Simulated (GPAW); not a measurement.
Runs of GPAW 26.7.0 on ZnS. The structure is cubic, space group F-43m (No. 216). Conventional cell: a = 5.404 Å, b = 5.404 Å, c = 5.404 Å, α = 90.00°, β = 90.00°, γ = 90.00°. Zn (site symmetry -43m) is surrounded by 4 S at 2.34 Å. S (site symmetry -43m) has 4 Zn at 2.34 Å as nearest neighbours. 

```tsv
task	cell	optimizer	fmax	max steps	target pressure	convergence	gap on the mesh (eV)	pressure (GPa)
relaxation of cell and atoms	relaxed to 5 GPa	BFGS	0.02 eV/Å	60	5 GPa	density=1e-05 forces=0.0001	2.32	5.0
relaxation of cell and atoms	relaxed to 10 GPa	BFGS	0.02 eV/Å	60	10 GPa	density=1e-05 forces=0.0001	2.52	9.8
relaxation of cell and atoms	relaxed to 2 GPa	BFGS	0.02 eV/Å	60	2 GPa	density=1e-05 forces=0.0001	(b)	2.0
single point	as given	-	-	-	-	-	(a)	-2.0
```

Alike in all rows: level PBEsol; potentials or basis PAW data sets generated in the run's folder for this functional, pw; no spin polarisation; k mesh 9 × 9 × 9; cutoff (eV) 600; smearing fermi-dirac 0.05 eV.

Question: Fill in the values left out.

Answer: (a) 1.97; (b) 2.19.

Caveats: later steps reuse the first step's grids (some runs); an odd mesh through Γ misses points on the zone boundary, where band edges often lie (some runs).

Runs at the PBE level aren't shown here.
